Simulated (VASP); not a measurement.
**BeS (strained rocksalt): one r²SCAN single-point calculation in two programs**

```yaml
crystal:
  lattice:
    - [0.00000, 2.38682, 2.25757]
    - [2.38682, 0.00000, 2.25757]
    - [2.38682, 2.38682, 0.00000]
  atoms:
    - { symbol: Be, position: [0.00000, 0.00000, 0.00000] }
    - { symbol: S, position: [0.50000, 0.50000, 0.50000] }
```

The two codes use different PAW datasets and cutoffs. VASP's cell holds 8 valence electrons and Ansatz's 8. Ansatz's stress includes a Pulay correction; VASP's doesn't.

Cutoffs: 520 eV in VASP, 500 eV in Ansatz. k meshes: 10×10×10 and 10×10×10.

```csv
,VASP,Ansatz
gap between bands v and c,0.92 eV,0.92 eV
least direct gap,4.12 eV,4.12 eV
pressure,-3.0 GPa,-2.9 GPa
```

Band v is the last that the valence electrons fill when counted band by band, and c is the next. Levels in eV from the top of v, Ansatz:

```csv
point,v−1,v,c,c+1
Γ,-0.10,-0.10,5.77,9.06
X,-3.51,-2.63,1.49,5.01
K,-5.06,-2.75,2.25,7.67
L,-0.74,-0.44,4.23,4.27
W,-5.46,-3.76,4.76,6.12
```

VASP:

```json
{"point": "Γ", "v−1": "-0.10", "v": "-0.10", "c": "5.76", "c+1": "9.16"}
{"point": "X", "v−1": "-3.51", "v": "-2.63", "c": "1.49", "c+1": "5.04"}
{"point": "K", "v−1": "-5.06", "v": "-2.75", "c": "2.25", "c+1": "7.72"}
{"point": "L", "v−1": "-0.74", "v": "-0.44", "c": "4.25", "c+1": "4.28"}
{"point": "W", "v−1": "-5.46", "v": "-3.76", "c": "4.77", "c+1": "6.14"}
```
